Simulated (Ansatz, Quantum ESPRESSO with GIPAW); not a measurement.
# Assigning the 19F lines of ScF3

The values are calculated: DFT, PBEsol, plane-wave PAW (pslibrary 1.0.0 recipes), scalar-relativistic, GIPAW shieldings (Quantum ESPRESSO with GIPAW, a patched development version). Shieldings are without the macroscopic shape term, which is common to all sites.

```cif
data_structure
_symmetry_space_group_name_H-M 'P 1'
_symmetry_Int_Tables_number 1
_cell_length_a 5.4716
_cell_length_b 6.9661
_cell_length_c 4.8152
_cell_angle_alpha 90.000
_cell_angle_beta 90.000
_cell_angle_gamma 90.000
_cell_volume 183.53
loop_
_atom_site_label
_atom_site_type_symbol
_atom_site_fract_x
_atom_site_fract_y
_atom_site_fract_z
_atom_site_occupancy
Sc1 Sc 0.36771 0.25000 0.04272 1
Sc2 Sc 0.13229 0.75000 0.54272 1
Sc3 Sc 0.86771 0.25000 0.45728 1
Sc4 Sc 0.63229 0.75000 0.95728 1
F5 F 0.85182 0.57564 0.68942 1
F6 F 0.64818 0.42436 0.18942 1
F7 F 0.35182 0.92436 0.81058 1
F8 F 0.14818 0.07564 0.31058 1
F9 F 0.43508 0.75000 0.31195 1
F10 F 0.06492 0.25000 0.81195 1
F11 F 0.93508 0.75000 0.18805 1
F12 F 0.56492 0.25000 0.68805 1
F13 F 0.85182 0.92436 0.68942 1
F14 F 0.64818 0.07564 0.18942 1
F15 F 0.35182 0.57564 0.81058 1
F16 F 0.14818 0.42436 0.31058 1
```

The cell is a computed entry of the Materials Project; it need not be the form that is stable at ambient conditions. The coordinates shown are those after relaxation (atoms relaxed).

The F sites:

```
site  atom no.  atoms in cell  site symmetry  surroundings     bonds (Å)
F(1)         5              8              1  bound to Sc2  2.08 to 2.14
F(2)         9              4              m  bound to Sc2  1.99 to 2.02
```

The lines to be assigned:

```
line  σ_iso (ppm)  relative area  span (ppm)  skew
   A         79.8              2       109.5  0.10
   B         17.4              1       448.8  0.81
```

Simulated spectrum: 19F MAS at 40 kHz, 9.4 T (376.7 MHz), lines broadened by 2 ppm; the axis counts ppm from the isotropic position of the most shielded site, as −Δσ; rigid lattice, with dipolar and J couplings left out. Lines over 1.5 % of the strongest (ppm: area): 274.8: 0.02, 168.6: 0.17, 106.2: 0.02, 62.4: 0.19, 0.0: 1.00, -43.8: 0.07, -106.2: 0.02, -149.9: 0.06.

**Question.** Which site gives which line?

A: A is F(1) (bound to Sc2); B is F(2) (bound to Sc2). The areas settle A and B, whose multiplicities are unique.

[Banner, clock, file and message-heading lines were taken out of the pw.x and gipaw.x logs.]

[Logs are printed without paths, hosts, clocks, repeated set-up lines and the standing remarks that a program may print on its own settings, such as how far it seeks lower states.]

[Hosts, paths, dates, database ids (printed as entryN), source tags and the programs' standing remarks are cut or masked in the printed files.]
